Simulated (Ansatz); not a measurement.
input.yaml (Ansatz)

```yaml
crystal:
  lattice:
    - [3.326870438, 0.0, 0.0]
    - [0.0, 3.326870438, 0.0]
    - [0.0, 0.0, 3.326870438]
  atoms:
    - { symbol: La, position: [0.0, 0.0, 0.0] }
hamiltonian:
  xc: hse06
  pseudopotentials:
    kind: paw
    azcp:
      La: "pseudopotentials/La.paw.azcp"
basis:
  ecutwfc: 420
  fft_grid_basis: typed
kpoints:
  mp_grid: { grid: [5, 5, 5], shift: [0, 0, 0] }
magnetization:
  spin_polarized: false
scf:
  occupations: { method: fermi_dirac, width: 0.1 }
output:
  write_density: true
  write_potential: true
  elf: true
  volumetric_format: npy
```

Output

```
Engine: ansatz 0.2.0, aarch64-unknown-linux-gnu
Pseudopotentials: kind: paw
Pseudopotential: La, paw, valence charge 11, recommended cutoff 420 eV (normal) 
Functional definition: HSE06
  parameter a = 0.25
  parameter omega = 0.11/bohr
  exchange = pbe_x - a*pbe_x_sr(omega) + a*exact_x_sr(omega)
  correlation = pbe_c
Crystal: 1 atoms, lattice volume = 36.822 Å³
Basis set: ecut = 420 eV, 739 PW (Γ)
Bands: 10, of which v1, the nominal top of the filled ones, is band 6 counted from 1 (5 counted from 0)
Symmetry: 48 space group operations
Space group: Pm-3m (ITA 221), of the structure as read, at distance tolerance 3.3e-5 Å
k-points: 10 of 125
Non-local potential: La, projectors of the file, l = 0: 3, l = 1: 2, l = 2: 2, l = 3: 3
PAW form: soft (Blöchl's): semilocal exchange-correlation on the pseudo side does not see the compensation charge
PAW frozen core: La, regenerated for the run's functional, and the local potential with it (the file was generated under x = pbe(κ = 0.804, μ = 0.2195149727645171), c = pbe(β = 0.06672455060314922))
PAW one-centre angular grid: La, 590 points (default); XC on 64 Gauss nodes
Initial density: superposition of atomic densities (neutral atoms: chi_scale 0, normalization atom), corrected by the library's trained network
Initial wavefunctions: pseudopotential atomic-orbital guess
Functional: x = pbe(κ = 0.804, μ = 0.2195149727645171), c = pbe(β = 0.06672455060314922), warm-up for x = pbe(κ = 0.804, μ = 0.2195149727645171) + 0.25 (exact − pbe) at short range (hse, ω = 0.20786987370883472 Å⁻¹), c = pbe(β = 0.06672455060314922); HSE06 as pw.x's `hse` composes it (authors' and Libxc's form: `xc: wpbeh`)
SCF iter   1: F=—  HF=-6249.657997 eV  |F-HF|=—  |Δ(HF+E_count)|=         —  Δρ=2.75e-3  dr2=3.62e-3  ethr=1.77e-3  ⟨swp⟩=5.5  Hψ=482  notcnv=0
SCF iter   2: F=—  HF=-6249.658430 eV  |F-HF|=—  |Δ(HF+E_count)|=   4.33e-4  Δρ=1.24e-3  dr2=5.42e-4  ethr=3.29e-5  ⟨swp⟩=5.0  Hψ=296  notcnv=0
iter 3 solved again at ethr=2.89e-7 eV; its pass at ethr=4.92e-6 eV (dr2=3.18e-5 eV) is discarded
SCF iter   3: F=—  HF=-6249.658672 eV  |F-HF|=—  |Δ(HF+E_count)|=   2.42e-4  Δρ=3.30e-4  dr2=3.26e-5  ethr=2.89e-7  ⟨swp⟩=5.3  Hψ=447  notcnv=0
SCF iter   4: F=—  HF=-6249.658691 eV  |F-HF|=—  |Δ(HF+E_count)|=   1.87e-5  Δρ=4.97e-5  dr2=1.08e-6  ethr=2.89e-7  ⟨swp⟩=3.9  Hψ=199  notcnv=0
SCF iter   5: F=—  HF=-6249.658691 eV  |F-HF|=—  |Δ(HF+E_count)|=   6.32e-9  Δρ=1.12e-5  dr2=8.87e-8  ethr=9.84e-9  ⟨swp⟩=5.5  Hψ=291  notcnv=0
SCF iter   6: F=—  HF=-6249.658691 eV  |F-HF|=—  |Δ(HF+E_count)|=   2.62e-8  Δρ=2.62e-6  dr2=3.39e-9  ethr=8.06e-10  ⟨swp⟩=5.6  Hψ=244  notcnv=0
SCF iter   7: F=-6249.658691 eV  HF=-6249.658691 eV  |F-HF|=1.77e-10  |Δ(HF+E_count)|=   1.08e-9  Δρ=6.30e-7  dr2=2.21e-10  ethr=3.08e-11  ⟨swp⟩=5.6  Hψ=311  notcnv=0
SCF 1 converged in 7 iterations: F = -6249.658691 eV  dr2 = 2.21e-10
Initial density: handed on by an earlier stage of this run
Initial wavefunctions: those handed on with the density
Functional: x = pbe(κ = 0.804, μ = 0.2195149727645171) + 0.25 (exact − pbe) at short range (hse, ω = 0.20786987370883472 Å⁻¹), c = pbe(β = 0.06672455060314922); HSE06 as pw.x's `hse` composes it (authors' and Libxc's form: `xc: wpbeh`)
Exchange kernel: α = 0.2500, screened, ω = 0.2079 Å⁻¹, Wigner–Seitz truncation, v(0) = 1037.9672 eV·Å³, q-mesh 5×5×5, nearest image of the exchange supercell L = 16.63 Å, pair-density grid 15×15×15, without the augmentation charges, whose exchange is taken in its separable form by FFT convolution over the k-point mesh (sized by the pseudopotential files, 24×24×24 at the most), smooth part of the exact exchange by density-matrix convolution
Frozen-core exchange: fock
iter 1 solved again at ethr=1.85e-4 eV; its pass at ethr=1.00e-1 eV (dr2=2.03e-2 eV) is discarded
SCF iter   1: F=—  HF=-6254.041504 eV  |F-HF|=—  |Δ(HF+E_count)|=         —  Δρ=7.55e-3  dr2=3.81e-2  ethr=1.85e-4  ⟨swp⟩=7.7  Hψ=622  notcnv=0
eigensolver tolerance schedule calibrated: the retry pair's looser diagonalisation under-reported the residual by θ = 0.41 (0.15/decade); ethr = c·dr2/N_el runs at the constant in force after the calibration composes with the one it found (an armed cap, an earlier calibration), c = 4.4e-2
SCF iter   2: F=—  HF=-6254.023318 eV  |F-HF|=—  |Δ(HF+E_count)|=   1.82e-2  Δρ=1.61e-3  dr2=1.54e-3  ethr=1.38e-4  ⟨swp⟩=5.1  Hψ=373  notcnv=0  defer=1
SCF iter   3: F=—  HF=-6254.030856 eV  |F-HF|=—  |Δ(HF+E_count)|=   7.54e-3  Δρ=8.78e-4  dr2=2.68e-4  ethr=3.15e-6  ⟨swp⟩=5.2  Hψ=384  notcnv=0  defer=3
SCF iter   4: F=—  HF=-6254.030786 eV  |F-HF|=—  |Δ(HF+E_count)|=   7.08e-5  Δρ=3.66e-4  dr2=3.97e-5  ethr=9.96e-7  ⟨swp⟩=3.9  Hψ=231  notcnv=0  defer=1
SCF iter   5: F=-6254.030947 eV  HF=-6254.030948 eV  |F-HF|=1.32e-6  |Δ(HF+E_count)|=   1.62e-4  Δρ=1.17e-4  dr2=4.40e-6  ethr=1.02e-7  ⟨swp⟩=5.6  Hψ=396  notcnv=0  defer=4
SCF 2 stopped early in 5 iterations: F = -6254.030947 eV  dr2 = 4.40e-6
hybrid outer 1: dexx = +9.038e-3 eV, tail = 2.67e-5 eV
Exchange kernel: α = 0.2500, screened, ω = 0.2079 Å⁻¹, Wigner–Seitz truncation, v(0) = 1037.9672 eV·Å³, q-mesh 5×5×5, nearest image of the exchange supercell L = 16.63 Å, pair-density grid 15×15×15, without the augmentation charges, whose exchange is taken in its separable form by FFT convolution over the k-point mesh (sized by the pseudopotential files, 24×24×24 at the most), smooth part of the exact exchange by density-matrix convolution
Frozen-core exchange: fock
SCF iter   1: F=—  HF=-6254.030788 eV  |F-HF|=—  |Δ(HF+E_count)|=         —  Δρ=1.79e-5  dr2=6.19e-8  ethr=1.22e-6  ⟨swp⟩=7.6  Hψ=359  notcnv=0
SCF iter   2: F=-6254.030788 eV  HF=-6254.030788 eV  |F-HF|=4.50e-9  |Δ(HF+E_count)|=   2.33e-7  Δρ=7.18e-6  dr2=3.16e-8  ethr=3.52e-10  ⟨swp⟩=5.7  Hψ=366  notcnv=0  defer=1
SCF 3 converged in 2 iterations: F = -6254.030788 eV  dr2 = 3.16e-8
hybrid outer 2: dexx = +2.768e-7 eV, tail = 6.73e-8 eV, Δε = 5.98e-3 eV (about 4.86e-4 eV left of the loop's levels)
hybrid SCF converged: 2 outer / 7 inner (+7 warm-up), last move |dexx| = 2.77e-7 eV, tail = 6.73e-8 eV
Stability not checked: this state was not tested for a lower state beside it, because the functional holds exact exchange (a hybrid, or Hartree-Fock), whose exchange loop this test does not read (fock_operator; see scf.lower_state_search)
Free energy (F): -6254.030788 eV
Frozen-core exchange: fock
Harris-Foulkes:  -6254.030788 eV  (|F-HF|=4.50e-9)
Internal energy: -6253.999512 eV  (E = F + TS)
E sigma→0 (E₀):  -6254.015150 eV
Entropy (-TS):   -0.031277 eV (-31.277 meV/atom)
Fermi energy:    11.119488 eV
--- Per-component energies (eV) ---
  E_band       = -62.931051
  E_kinetic    = 194.213988
  E_local      = -350.917255  (includes V_loc(G=0)·N_el)
  E_nonlocal   = 92.296326
  E_hartree    = 112.452686
  E_xc         = -113.344611
  E_vxc        = -119.272708  (∫ρ·V_xc dr)
  E_exx        = -21.301657  (= α·E_x^exact, valence–valence)
  E_paw        = -5424.250576  (= ΣΔE_a)
  E_vpaw       = -61.552750  (= ΣTr[D̂ρ^β])
  E_aug_tail   = -0.000000  (compensation charges beyond the density's cutoff)
  E_ewald      = -742.978350
  E_core_change = -0.170062  (= ΣΔE_core)
  E_smearing   = -0.031277  (= −TS)
  E_closure    = 0.000000  (closes the sum)
  Σ components = -6254.030788   (vs F -6254.030788, Δ=0.00e0)
--- Band table (eV; the first three rows and the last of 10) ---
  k-point 0: bands = ["-24.9706", "-6.4372", "-6.4372", "-6.4372", "7.5625", "9.8387", "9.8387", "14.8247"]
  k-point 1: bands = ["-24.8822", "-7.2537", "-6.3665", "-6.3665", "8.4465", "10.1070", "11.2687", "14.6233"]
  k-point 2: bands = ["-24.7340", "-8.3666", "-6.2490", "-6.2490", "9.9347", "10.6540", "12.6750", "14.1759"]
  k-point 9: bands = ["-24.2859", "-7.7939", "-7.7673", "-7.7673", "9.7195", "10.3242", "10.3242", "14.0977"]
  guard bands above this table: 2 of the run's 10 bands. The solve was not asked for them (output.publish_guard_bands: true or output.eigenvalues: true publishes all)
```

Command:

```sh
ansatz run input.yaml --threads 4 --pin off --max-ram 8192MiB --backend cpu --events-out ev --progress --plain --runs-dir out
```

On 4 threads of Arm Neoverse V2 (shared host) this took about 4 s of wall time and 11 s of CPU time, with 0.72 GiB at the peak.
